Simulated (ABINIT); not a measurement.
# SiNi (Pmmn) in ABINIT: single point with PBE

Aim: the single point of SiNi with PBE.

Everything below comes from runs of ABINIT 10.8.3 (patched build). Logs are shortened: lines on timing, memory, paths and dates and some standing lists are left out, and cuts for length are marked. The log counts tension as positive stress, the text compression.

**1. The crystal as given**

Symmetry: Pmmn, No. 59, orthorhombic system. Conventional cell: a = 2.943 Å, b = 3.280 Å, c = 4.677 Å, α = 90.00°, β = 90.00°, γ = 90.00°. Around Ni (site symmetry mm2) lie 6 Si at 2.34 to 2.37 Å and 4 Ni at 2.65 Å. Si (site symmetry mm2) has 6 Ni at 2.34 to 2.37 Å and 4 Si at 2.65 Å as nearest neighbours.

The cell is a database's computed one.

**2. Single point, PBE, collinear spin, ferromagnetic start**

run.abi reads:

```
# Pseudopotentials
pp_dirpath "./"
pseudos "Ni.GGA_PBE-JTH.xml, Si.GGA_PBE-JTH.xml"

# Structure
acell 3*1.0
rprim
     5.5610305950     0.0000000000     0.0000000000
     0.0000000000     6.1989168702     0.0000000000
     0.0000000000     0.0000000000     8.8390933389
ntypat 2
znucl 28 14
natom 4
typat 1 1 2 2
xred
     0.5000000000     0.5000000000     0.3424955900
     0.0000000000     0.0000000000     0.6575044100
     0.5000000000     0.5000000000     0.8431431600
     0.0000000000     0.0000000000     0.1568568400
chkprim 0
chksymtnons 0
tolsym 1.0e-6

# Plane-wave basis
ecut 41.0
pawecutdg 63.0
pawxcdev 0

# k points
kptopt 1
ngkpt 9 8 6
nshiftk 1
shiftk 0.0 0.0 0.0

# Exchange and correlation
ixc 11

# Bands and occupations
nband 27
occopt 3
tsmear 0.00183747

# Spin
nsppol 2
spinat
     0.0000000000     0.0000000000     2.5000000000
     0.0000000000     0.0000000000     2.5000000000
     0.0000000000     0.0000000000     0.0000000000
     0.0000000000     0.0000000000     0.0000000000

# SCF cycle
nstep 100
tolvrs 1.0e-9

# Output
iomode 3
prtwf 0
prteig 0
prtebands 0
enunit 1
prtden 1
prtvha 1
prtvclmb 1
prtpot 1
```

Potentials or basis: JTH PAW PBE v2.0.

Started as:

```console
> mpirun --bind-to none -np 4 abinit run.abi > log 2>&1
```

run.abo:

```text
.Version 10.8.3 of ABINIT
 Symmetries : space group Pm m n (# 59); Bravais oP (primitive ortho.)
================================================================================
 Values of the parameters that define the memory need of the present run
     intxc =       0    ionmov =       0      iscf =      17    lmnmax =      18
     lnmax =       6     mgfft =      54  mpssoang =       3    mqgrid =    3159
     natom =       4  nloc_mem =       2    nspden =       2   nspinor =       1
    nsppol =       2      nsym =       8    n1xccc =       1    ntypat =       2
    occopt =       3   xclevel =       2
       mpw =        3852          nfft =       69984          nkpt =         100
Pmy_natom=         1
 PAW method is used; the additional fine FFT grid is defined by:
   mgfftf=        64    nfftf =    122880
================================================================================
================================================================================

--------------------------------------------------------------------------------
------------- Echo of variables that govern the present computation ------------
--------------------------------------------------------------------------------
 -outvars: echo values of preprocessed input variables --------
            acell      1.0000000000E+00  1.0000000000E+00  1.0000000000E+00 Bohr
              amu      5.86900000E+01  2.80855000E+01
          chkprim           0
      chksymtnons           0
             ecut      4.10000000E+01 Hartree
           enunit           1
                       outvar_i_n : Printing only first  50 k-points.
              ixc          11
                       outvar_i_n : Printing only first  50 k-points.
         kptrlatt        9    0    0      0    8    0      0    0    6
          kptrlen      4.95913350E+01
            natom           4
            nband          27
            ngfft          36      36      54
          ngfftdg          40      48      64
             nkpt         100
           nspden           2
           nsppol           2
            nstep         100
             nsym           8
           ntypat           2
                       prtocc : prtvol=0, do not print more k-points.
                       1.000000  1.000000  1.000000  1.000000  1.000000  1.000000
                       1.000000  1.000000  1.000000  1.000000  1.000000  1.000000
                       1.000000  1.000000  1.000000  1.000000  1.000000  1.000000
                       1.000000  1.000000  1.000000  1.000000  0.000000  0.000000
                       0.000000  0.000000  0.000000
                       1.000000  1.000000  1.000000  1.000000  1.000000  1.000000
                       1.000000  1.000000  1.000000  1.000000  1.000000  1.000000
                       1.000000  1.000000  1.000000  1.000000  1.000000  1.000000
                       1.000000  1.000000  1.000000  1.000000  0.000000  0.000000
                       0.000000  0.000000  0.000000
                       1.000000  1.000000  1.000000  1.000000  1.000000  1.000000
                       1.000000  1.000000  1.000000  1.000000  1.000000  1.000000
                       1.000000  1.000000  1.000000  1.000000  1.000000  1.000000
                       1.000000  1.000000  1.000000  1.000000  0.000000  0.000000
                       0.000000  0.000000  0.000000
                       1.000000  1.000000  1.000000  1.000000  1.000000  1.000000
                       1.000000  1.000000  1.000000  1.000000  1.000000  1.000000
[... 218 lines left out ...]
                       1.000000  1.000000  1.000000  1.000000  1.000000  1.000000
                       1.000000  1.000000  1.000000  1.000000  1.000000  1.000000
                       1.000000  1.000000  1.000000  1.000000  1.000000  1.000000
                       1.000000  1.000000  1.000000  1.000000  0.000000  0.000000
                       0.000000  0.000000  0.000000
                       1.000000  1.000000  1.000000  1.000000  1.000000  1.000000
                       1.000000  1.000000  1.000000  1.000000  1.000000  1.000000
                       1.000000  1.000000  1.000000  1.000000  1.000000  1.000000
                       1.000000  1.000000  1.000000  1.000000  0.000000  0.000000
                       0.000000  0.000000  0.000000
                       1.000000  1.000000  1.000000  1.000000  1.000000  1.000000
                       1.000000  1.000000  1.000000  1.000000  1.000000  1.000000
                       1.000000  1.000000  1.000000  1.000000  1.000000  1.000000
                       1.000000  1.000000  1.000000  1.000000  0.000000  0.000000
                       0.000000  0.000000  0.000000
                       prtocc : prtvol=0, do not print more k-points.
           occopt           3
        pawecutdg      6.30000000E+01 Hartree
         pawxcdev           0
        prtebands           0
           prteig           0
           prtpot           1
         prtvclmb           1
           prtvha           1
            prtwf           0
            rprim      5.5610305950E+00  0.0000000000E+00  0.0000000000E+00
                       0.0000000000E+00  6.1989168702E+00  0.0000000000E+00
                       0.0000000000E+00  0.0000000000E+00  8.8390933389E+00
          spgroup          59
[... 181 lines left out ...]
  Sum:                17.492132    17.492133     34.984265    -0.000000
 Total magnetization (from the atomic spheres):               -0.000000
 Total magnetization (exact up - dn):                         -0.000000

================================================================================

 ----iterations are completed or convergence reached----

 Mean square residual over all n,k,spin=   41.411E-11; max=  14.985E-07
 reduced coordinates (array xred) for    4 atoms
       0.500000000000      0.500000000000      0.342495590000
       0.000000000000      0.000000000000      0.657504410000
       0.500000000000      0.500000000000      0.843143160000
       0.000000000000      0.000000000000      0.156856840000
 rms dE/dt=  4.1822E-03; max dE/dt=  7.7593E-03; dE/dt below (all hartree)
    1       0.000000000000      0.000000000000     -0.007759305395
    2       0.000000000000      0.000000000000      0.007759305395
    3       0.000000000000      0.000000000000     -0.006688608630
    4       0.000000000000      0.000000000000      0.006688608630

 cartesian coordinates (angstrom) at end:
    1      1.47138532900597     1.64016276888329     1.60200488666968
    2      0.00000000000000     0.00000000000000     3.07544187014748
    3      1.47138532900597     1.64016276888329     3.94375723927457
    4      0.00000000000000     0.00000000000000     0.73368951754259

 cartesian forces (hartree/bohr) at end:
    1     -0.00000000000000     0.00000000000000     0.00087783951335
    2     -0.00000000000000    -0.00000000000000    -0.00087783951335
    3      0.00000000000000     0.00000000000000     0.00075670754604
    4      0.00000000000000     0.00000000000000    -0.00075670754604
 frms,max,avg= 4.7314700E-04 8.7783951E-04   0.000E+00  0.000E+00  0.000E+00 h/b

 cartesian forces (eV/Angstrom) at end:
    1     -0.00000000000000     0.00000000000000     0.04514032271947
    2     -0.00000000000000    -0.00000000000000    -0.04514032271947
    3      0.00000000000000     0.00000000000000     0.03891146651876
    4      0.00000000000000     0.00000000000000    -0.03891146651876
 frms,max,avg= 2.4330197E-02 4.5140323E-02   0.000E+00  0.000E+00  0.000E+00 e/A
 length scales=  1.000000000000  1.000000000000  1.000000000000 bohr
              =  0.529177210544  0.529177210544  0.529177210544 angstroms
 Fermi (or HOMO) energy (eV) =  12.33910   Average Vxc (eV)= -12.67186
 Eigenvalues (   eV  ) for nkpt= 100  k points, SPIN UP:
 kpt#   1, nband= 27, wtk=  0.00231, kpt=  0.0000  0.0000  0.0000 (reduced coord)
 -91.73541  -91.72589  -52.25863  -52.22990  -52.14360  -52.10513  -52.04840  -52.01939
  -1.87568    3.95511    5.59174    7.99548    8.50350    9.31836    9.42998    9.49759
   9.56481    9.61391    9.99017   10.29931   10.31561   10.94309   13.55006   15.07563
  17.50648   17.93180   19.60034
 prteigrs : prtvol=0 or 1, do not print more k-points.

 Eigenvalues (   eV  ) for nkpt= 100  k points, SPIN DOWN:
 kpt#   1, nband= 27, wtk=  0.00231, kpt=  0.0000  0.0000  0.0000 (reduced coord)
 -91.73541  -91.72589  -52.25863  -52.22990  -52.14360  -52.10513  -52.04840  -52.01939
  -1.87569    3.95511    5.59174    7.99548    8.50350    9.31836    9.42998    9.49759
   9.56481    9.61391    9.99017   10.29931   10.31561   10.94309   13.55006   15.07563
  17.50648   17.93180   19.60034
 prteigrs : prtvol=0 or 1, do not print more k-points.

--- !EnergyTerms
iteration_state     : {dtset: 1, }
comment             : Components of total free energy in Hartree
kinetic             :  6.14101582656409E+01
hartree             :  1.14677639348997E+02
xc                  : -1.83387268941300E+01
Ewald energy        : -1.96059640795054E+02
psp_core            :  7.71816251368292E+00
local_psp           : -3.11099171582066E+02
PAW spherical_terms : -8.08187165645834E+00
internal            : -3.49773450799387E+02
'-kT*entropy'       : -2.99608744431243E-04
total_energy        : -3.49773750408132E+02
total_energy_eV     : -9.51782862106103E+03
...

--- !EnergyTermsDC
iteration_state     : {dtset: 1, }
comment             : '"Double-counting" decomposition of free energy'
band_energy         : -2.82098566320747E+01
Ewald energy        : -1.96059640795054E+02
psp_core            :  7.71816251368292E+00
xc_dc               : -1.11952132794348E+02
PAW spherical_terms : -2.12699832268255E+01
internal            : -3.49773450934619E+02
'-kT*entropy'       : -2.99608744431243E-04
total_energy_dc     : -3.49773750543364E+02
total_energy_dc_eV  : -9.51782862474088E+03
...

--- !EnergyTermsWithPAWCore
iteration_state     : {dtset: 1, }
comment             : 'Components of total free energy, including PAW core contributions'
Total energy        : -3.62172716389256E+03
Total energy DC     : -3.62172716402780E+03
Total energy (eV)   : -9.85522167342419E+04
Total energy DC (eV): -9.85522167379217E+04
...

 Cartesian components of stress tensor (hartree/bohr^3)
  sigma(1 1)= -2.36502764E-04  sigma(3 2)=  0.00000000E+00
  sigma(2 2)= -2.49915919E-04  sigma(3 1)=  0.00000000E+00
  sigma(3 3)= -2.29407318E-04  sigma(2 1)=  0.00000000E+00

-Cartesian components of stress tensor (GPa)         [Pressure=  7.0201E+00 GPa]
- sigma(1 1)= -6.95815153E+00  sigma(3 2)=  0.00000000E+00
- sigma(2 2)= -7.35278018E+00  sigma(3 1)=  0.00000000E+00
- sigma(3 3)= -6.74939632E+00  sigma(2 1)=  0.00000000E+00

== END DATASET(S) ==============================================================
================================================================================

 -outvars: echo values of variables after computation  --------
            acell      1.0000000000E+00  1.0000000000E+00  1.0000000000E+00 Bohr
           etotal     -3.4977375054E+02
            fcart     -1.4185516367E-31  1.2725786161E-31  8.7783951335E-04
                      -1.4185516367E-31 -3.8177358484E-31 -8.7783951335E-04
                       1.4185516367E-31  1.2725786161E-31  7.5670754604E-04
                       1.4185516367E-31  1.2725786161E-31 -7.5670754604E-04
            rprim      5.5610305950E+00  0.0000000000E+00  0.0000000000E+00
                       0.0000000000E+00  6.1989168702E+00  0.0000000000E+00
                       0.0000000000E+00  0.0000000000E+00  8.8390933389E+00
           strten     -2.3650276354E-04 -2.4991591854E-04 -2.2940731803E-04
                       0.0000000000E+00  0.0000000000E+00  0.0000000000E+00
           xangst      1.4713853290E+00  1.6401627689E+00  1.6020048867E+00
                       0.0000000000E+00  0.0000000000E+00  3.0754418701E+00
                       1.4713853290E+00  1.6401627689E+00  3.9437572393E+00
                       0.0000000000E+00  0.0000000000E+00  7.3368951754E-01
             xred      5.0000000000E-01  5.0000000000E-01  3.4249559000E-01
                       0.0000000000E+00  0.0000000000E+00  6.5750441000E-01
                       5.0000000000E-01  5.0000000000E-01  8.4314316000E-01
                       0.0000000000E+00  0.0000000000E+00  1.5685684000E-01
 Calculation completed.
```

Run time: 10 min. Hardware: 4 MPI ranks of Arm Neoverse V1, shared host; peak memory 1.1 GiB.

What came out:

| Item | Value |
| --- | --- |
| Free energy | -9517.8286 eV |
| Pressure | 7.0 GPa |
| Largest force | 0.045 eV/Å |
| Band gap on the k mesh | none (metal or under the smearing width) |
| Net moment | 0.00 μB per cell |
| Valence electrons inside the program's atomic spheres | Ni 15.93; Si 1.56 |

Forces on the atoms (eV/Å):
```
Ni   0.000  0.000  0.045
Ni   0.000  0.000 -0.045
Si   0.000  0.000  0.039
Si   0.000  0.000 -0.039
```

Levels at points of the mesh, in eV from the Fermi level:
Spin up:
```tsv
k point	band 18	band 19	band 20	band 21	band 22	band 23	band 24	band 25	band 26	band 27
(0.00, 0.00, 0.00)	-2.73	-2.35	-2.04	-2.02	-1.40	1.21	2.74	5.17	5.59	7.26
(0.00, 0.50, 0.00)	-2.80	-2.27	-2.27	-2.22	-2.22	1.16	1.16	4.99	4.99	7.94
(0.00, 0.00, 0.50)	-2.80	-2.72	-2.09	1.09	1.59	2.01	2.42	2.89	3.60	4.51
(0.00, 0.50, 0.50)	-2.58	-2.08	-2.08	-2.05	-2.05	5.24	5.24	5.41	5.41	7.21
```
Spin down:
```csv
k point,band 20,band 21,band 22,band 23,band 24,band 25
"(0.00, 0.00, 0.00)",-2.04,-2.02,-1.40,1.21,2.74,5.17
"(0.00, 0.50, 0.00)",-2.27,-2.22,-2.22,1.16,1.16,4.99
"(0.00, 0.00, 0.50)",-2.09,1.09,1.59,2.01,2.42,2.89
"(0.00, 0.50, 0.50)",-2.08,-2.05,-2.05,5.24,5.24,5.41
```

Caveat: the starting moments collapsed, and a magnetic state may lie lower.

**3. For comparison**

An earlier run on the cell as given: functional PBE; potentials or basis JTH PAW PBE v2.0; cutoff 1116 eV; k mesh 9 × 8 × 6; occupations fermi-dirac, width 0.05 eV; collinear spin, ferromagnetic start; starting moments [1.0, 1.0, 0.0, 0.0] μB.

* Pressure: 7.0 GPa
* Largest force: 0.045 eV/Å
* Band gap on the k mesh: none (metal or under the smearing width)
* Net moment: 0.00 μB per cell
* Valence electrons inside the program's atomic spheres: Ni 15.93; Si 1.56
